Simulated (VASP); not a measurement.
Write the native input for VASP 6.6.1 that does the following.

```yaml
Task: single point
Functional: PBE
Potentials_or_basis: VASP PAW PBE potentials, release 64 (Ti_sv, S)
Cutoff: 520 eV
k_mesh: 6 × 6 × 4
Occupations: fermi-dirac, width 0.02 eV
Spin: no spin polarisation
Dipole_correction: no
Further_INCAR_settings: ALGO = Normal; EDIFF = 1e-06; NBANDS = 19
```

The structure of TiS2 lies in POSCAR:

```
TiS2
1.0
    3.4109118719      0.0000000000      0.0000000000
   -1.7054559359      2.9539363312      0.0000000000
    0.0000000000      0.0000000000      5.7407101477
Ti S
1 2
Direct
    0.0000000000      0.0000000000      0.0000000000
    0.3333333333      0.6666666667      0.2448339576
    0.6666666667      0.3333333333      0.7551660424
```

One way to write it, as run:

INCAR

```
ALGO = Normal ; EDIFF = 1E-6
ENCUT = 520 ; GGA = PE
ISIF = 2 ; ISMEAR = -1
LASPH = T ; LCHARG = F
LREAL = F ; LWAVE = F
NBANDS = 19 ; NELM = 100
PREC = Accurate ; SIGMA = 0.02
```

KPOINTS

```
k-points
0
Gamma
  6 6 4
```

Potentials or basis: VASP PAW PBE potentials, release 64 (Ti_sv, S).

The run is started by

```bash
$ cat potpaw_PBE.64/Ti_sv/POTCAR potpaw_PBE.64/S/POTCAR > POTCAR
$ mpirun -np 1 vasp_std > vasp.out
```

It gave:

| Item | Value |
| --- | --- |
| Pressure | 1.5 GPa |
| Largest force | 0.126 eV/Å |
| Band gap on the k mesh | none (metal or under the smearing width) |

Caveat: this functional lacks dispersion, which binds the layers, so the pressure and a relaxed spacing across them are unreliable.

Wall time 21 s on 1 thread of AMD EPYC 9R45 (Zen 5), with other jobs on the host, peak memory 0.15 GiB.
